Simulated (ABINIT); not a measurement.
**KF (Carobbiite): G0W0 with ABINIT, start to end**

Aim: the G0W0 gap of KF (Carobbiite) on PBE, step by step.

Main program and level: ABINIT 10.8.3; PBE and many-body steps on it, plane waves.

## (1) Set-up

Symmetry: Fm-3m, No. 225, cubic system. Conventional cell: a = 5.344 Å, b = 5.344 Å, c = 5.344 Å, α = 90.00°, β = 90.00°, γ = 90.00°. K has 6 F at 2.67 Å nearest. Nearest to F lie 6 K at 2.67 Å. Farther neighbours and most contacts between anions are not listed.

The cell and positions come from the Crystallography Open Database and are kept as given unless a step says otherwise.

## (2) Ground state

This step: ABINIT 10.8.3; DFT, PBE, plane waves, norm-conserving pseudopotentials.

The ground-state density comes first.

Contents of run.abi:

```
acell 3*1.0 Angstrom
rprim 
  -0.000000000000 2.671850000000 2.671850000000
  2.671850000000 -0.000000000000 2.671850000000
  2.671850000000 2.671850000000 0.000000000000
ntypat 2
znucl 19 9
natom 2
typat 1 2
xred 
  0.000000000000 0.000000000000 0.000000000000
  0.500000000000 0.500000000000 0.500000000000
pp_dirpath "pseudos"
pseudos "K.upf, F.upf"
ecut 36
ngkpt 6 6 6
nshiftk 1
shiftk 0 0 0
kptopt 1
chksymbreak 0
nband 13
occopt 1
tolvrs 1e-10
nstep 60
prtwf 0
optforces 0
optstress 0
indata_prefix "in"
outdata_prefix "out"
tmpdata_prefix "tmp"
```

Started as:

```console
> OMP_NUM_THREADS=1 mpirun -n 8 abinit run.abi > log
```

Numbers of over 12 decimals in the logs are rounded to 6 here.

The program printed:

```text
.Version 10.8.3 of ABINIT. v10.8.2 released Aug 2026.

 Symmetries : space group Fm -3 m (#225); Bravais cF (face-center cubic)
================================================================================
 Values of the parameters that define the memory need of the present run
     intxc =       0    ionmov =       0      iscf =       7    lmnmax =       6
     lnmax =       6     mgfft =      40  mpssoang =       3    mqgrid =    3001
     natom =       2  nloc_mem =       1    nspden =       1   nspinor =       1
    nsppol =       1      nsym =      48    n1xccc =    2501    ntypat =       2
    occopt =       1   xclevel =       2
-    mband =          13        mffmem =           1         mkmem =           2
       mpw =        2671          nfft =       64000          nkpt =          16
================================================================================
  Rough estimation (10% accuracy) of disk space for files :
================================================================================

--------------------------------------------------------------------------------
------------- Echo of variables that govern the present computation ------------
--------------------------------------------------------------------------------
 -outvars: echo values of preprocessed input variables --------
            acell      1.8897261259E+00  1.8897261259E+00  1.8897261259E+00 Bohr

      chksymbreak           0
             ecut      3.60000000E+01 Hartree
-          fftalg         312

              ixc     -101130
              kpt      0.00000000E+00  0.00000000E+00  0.00000000E+00
                       1.66666667E-01  0.00000000E+00  0.00000000E+00
                       3.33333333E-01  0.00000000E+00  0.00000000E+00
                       5.00000000E-01  0.00000000E+00  0.00000000E+00
                       1.66666667E-01  1.66666667E-01  0.00000000E+00
                       3.33333333E-01  1.66666667E-01  0.00000000E+00
                       5.00000000E-01  1.66666667E-01  0.00000000E+00
                      -3.33333333E-01  1.66666667E-01  0.00000000E+00
                      -1.66666667E-01  1.66666667E-01  0.00000000E+00
   [... 5 further rows ...]
                      -3.33333333E-01  3.33333333E-01  1.66666667E-01
                      -3.33333333E-01  5.00000000E-01  1.66666667E-01
         kptrlatt        6    0    0      0    6    0      0    0    6
          kptrlen      4.28427351E+01
P           mkmem           2
            natom           2
            nband          13
            ngfft          40      40      40
             nkpt          16
            nstep          60
             nsym          48
           ntypat           2
              occ      2.000000  2.000000  2.000000  2.000000  2.000000  2.000000
                       2.000000  2.000000  0.000000  0.000000  0.000000  0.000000
                       0.000000
        optforces           0
        optstress           0
            prtwf           0
            rprim     -0.0000000000E+00  2.6718500000E+00  2.6718500000E+00
[...]
spgroup         225

           tolvrs      1.00000000E-10

             xred      0.0000000000E+00  0.0000000000E+00  0.0000000000E+00
[...]
znucl       19.00000    9.00000

================================================================================

 chkinp: Checking input parameters for consistency.

================================================================================
== DATASET  1 ==================================================================
-   mpi_nproc: 8, omp_nthreads: 1 (-1 if OMP is not activated)

--- !DatasetInfo
iteration_state: {dtset: 1, }
dimensions: {natom: 2, nkpt: 16, mband: 13, nsppol: 1, nspinor: 1, nspden: 1, mpw: 2671, }
cutoff_energies: {ecut:  36.0, pawecutdg:  -1.0, }
electrons: {nelect:   1.60000000E+01, charge:   0.00000000E+00, occopt:   1.00000000E+00, tsmear:   1.00000000E-02, }

 Real(R)+Recip(G) space primitive vectors, cartesian coordinates (Bohr,Bohr^-1):
 R(1)=  0.0000000  5.0490647  5.0490647  G(1)= -0.0990282  0.0990282  0.0990282
 R(2)=  5.0490647  0.0000000  5.0490647  G(2)=  0.0990282 -0.0990282  0.0990282
 R(3)=  5.0490647  5.0490647  0.0000000  G(3)=  0.0990282  0.0990282 -0.0990282
 Unit cell volume ucvol=  2.5743217E+02 bohr^3
 Angles (23,13,12)=  6.00000000E+01  6.00000000E+01  6.00000000E+01 degrees

 getcut: wavevector=  0.0000  0.0000  0.0000  ngfft=  40  40  40
         ecut(hartree)=     36.000   => boxcut(ratio)=   2.07404

--- Pseudopotential description ------------------------------------------------
- K Generated using ONCVPSP code by D. R. Hamann
- 19.00000   9.00000  171031                  znucl, zion, pspdat
12 -101130 2 -1 2222                          pspcod,pspxc,lmax,lloc,mmax
     nproj     2     2     2
  pspatm : epsatm=    8.42413758
         --- l  ekb(1:nproj) -->
[...]
pspatm: atomic psp has been read  and splines computed

- F Generated using ONCVPSP code by D. R. Hamann
-  9.00000   7.00000  171031                  znucl, zion, pspdat
12 -101130 2 -1 832                           pspcod,pspxc,lmax,lloc,mmax
     nproj     2     2     1
  pspatm : epsatm=    4.87625608
         --- l  ekb(1:nproj) -->
[...]
1   -3.955629   -1.291931
             2   -2.441503
 pspatm: atomic psp has been read  and splines computed

   2.12806299E+02                                ecore*ucvol(ha*bohr**3)
--------------------------------------------------------------------------------

_setup2: Arith. and geom. avg. npw (full set) are    2654.523    2654.506

================================================================================

--- !BeginCycle
iteration_state: {dtset: 1, }
solver: {iscf: 7, nstep: 60, nline: 4, wfoptalg: 0, }
tolerances: {tolvrs: 1.00E-10, }

     iter   Etot(hartree)      deltaE(h)  residm     vres2
 ETOT  1  -54.723160477857    -5.472E+01 9.812E-02 4.625E+02
 ETOT  2  -54.705304050661     1.786E-02 1.263E-02 4.152E+02
 ETOT  3  -54.817881245879    -1.126E-01 4.307E-03 3.099E+01
 ETOT  4  -54.824069819037    -6.189E-03 1.171E-03 2.599E-01
 ETOT  5  -54.824086050790    -1.623E-05 8.504E-04 4.568E-02
 ETOT  6  -54.824094375111    -8.324E-06 2.017E-04 1.284E-03
 ETOT  7  -54.824094573521    -1.984E-07 3.055E-04 4.416E-05
 ETOT  8  -54.824094576737    -3.216E-09 1.556E-04 4.078E-07
 ETOT  9  -54.824094576816    -7.884E-11 2.475E-04 3.943E-09
 ETOT 10  -54.824094576817    -5.826E-13 1.442E-04 1.549E-10
 ETOT 11  -54.824094576818    -9.663E-13 1.906E-04 6.886E-12

 At SCF step   11       vres2   =  6.89E-12 < tolvrs=  1.00E-10 =>converged.

--- !ResultsGS
iteration_state: {dtset: 1, }
comment   : Summary of ground state results
lattice_vectors:
- [ -0.0000000,   5.0490647,   5.0490647, ]
- [  5.0490647,  -0.0000000,   5.0490647, ]
- [  5.0490647,   5.0490647,   0.0000000, ]
lattice_lengths: [   7.14046,    7.14046,    7.14046, ]
lattice_angles: [ 60.000,  60.000,  60.000, ] # degrees, (23, 13, 12)
lattice_volume:   2.5743217E+02
convergence: {deltae: -9.663E-13, res2:  6.886E-12, residm:  1.906E-04, diffor:  0.000E+00, }
etotal    :  -5.48240946E+01
entropy   :   0.00000000E+00
fermie    :   4.80427879E-03
cartesian_stress_tensor: null
pressure_GPa: null
xred      :
- [  0.0000E+00,   0.0000E+00,   0.0000E+00,  K]
- [  5.0000E-01,   5.0000E-01,   5.0000E-01,  F]
cartesian_forces: null
force_length_stats: {min: null, max: null, mean: null, }

 Integrated electronic density in atomic spheres:
 ------------------------------------------------
 Atom  Sphere_radius  Integrated_density
    1        2.00000          6.95743103
    2        2.00000          7.01853268
================================================================================

 ----iterations are completed or convergence reached----

 Mean square residual over all n,k,spin=   21.424E-07; max=  19.058E-05
 reduced coordinates (array xred) for    2 atoms
       0.000000000000      0.000000000000      0.000000000000
       0.500000000000      0.500000000000      0.500000000000
 rms dE/dt=  0.0000E+00; max dE/dt=  0.0000E+00; dE/dt below (all hartree)
    1       0.000000000000      0.000000000000      0.000000000000
    2       0.000000000000      0.000000000000      0.000000000000

 cartesian coordinates (angstrom) at end:
    1      0.000000     0.000000     0.000000
    2      2.671850     2.671850     2.671850
 length scales=  1.889726125908  1.889726125908  1.889726125908 bohr
              =  1.000000000000  1.000000000000  1.000000000000 angstroms
 prteigrs : about to open file out_EIG
 Fermi (or HOMO) energy (hartree) =   0.00480   Average Vxc (hartree)=  -0.31205
 Eigenvalues (hartree) for nkpt=  16  k points:
 kpt#   1, nband= 13, wtk=  0.00463, kpt=  0.0000  0.0000  0.0000 (reduced coord)
  -0.95489   -0.67869   -0.33934   -0.33934   -0.33934    0.00480    0.00480    0.00480
   0.23263    0.39781    0.39781    0.39781    0.45762
 prteigrs : prtvol=0 or 1, do not print more k-points.

--- !EnergyTerms
iteration_state     : {dtset: 1, }
comment             : Components of total free energy in Hartree
kinetic             :  2.65240854809370E+01
hartree             :  1.41638401583262E+01
xc                  : -1.20070989498102E+01
Ewald energy        : -3.63106064938669E+01
psp_core            :  8.26649984559312E-01
local_psp           : -4.96625823431144E+01
non_local_psp       :  1.64161758615119E+00
total_energy        : -5.48240945768178E+01
total_energy_eV     : -1.49183961311598E+03
band_energy         : -5.37471876813001E+00

== END DATASET(S) ==============================================================
================================================================================

 -outvars: echo values of variables after computation  --------
           etotal     -5.4824094577E+01
            nband          13
             nkpt          16
          spgroup         225
 [... the other variables as echoed above ...]

 Calculation completed.
```

Run time: 4.7 s. Hardware: 8 MPI ranks of Arm Neoverse V2, shared host; peak memory 0.56 GiB; 36 s of CPU time.

This step gave:

| Item | Value |
| --- | --- |
| total energy | -1491.8396 eV |
| gap | 6.200 eV |
| k of the valence top | 0, 0, 0 |
| k of the conduction bottom | 0, 0, 0 |
| least direct gap | 6.200 eV |

The gap is direct, at Γ.

(Part 1 of 3 ends here.)

[Paths, hosts, dates, memory and timing lines, banners, echoed tables and standing remarks are left out of the program output.]

[Logs are printed without paths, hosts, clocks, repeated set-up lines and the standing remarks that a program may print on its own settings, such as how far it seeks lower states.]

[Runs of the session that timed out or met a known fault of the program may be left out.]

[Hosts, paths, dates, database ids (printed as entryN), source tags and the programs' standing remarks are cut or masked in the printed files.]

[G0W0 gaps are taken among the corrected bands and points alone; a level outside them can change the order at an edge.]

[Where Ansatz stands beside ABINIT at settings called matched, ABINIT's density can come from a denser mesh and the files from another edition; pairs whose starting gaps differed by over 0.03 eV were left out, so agreement reads better than it is.]
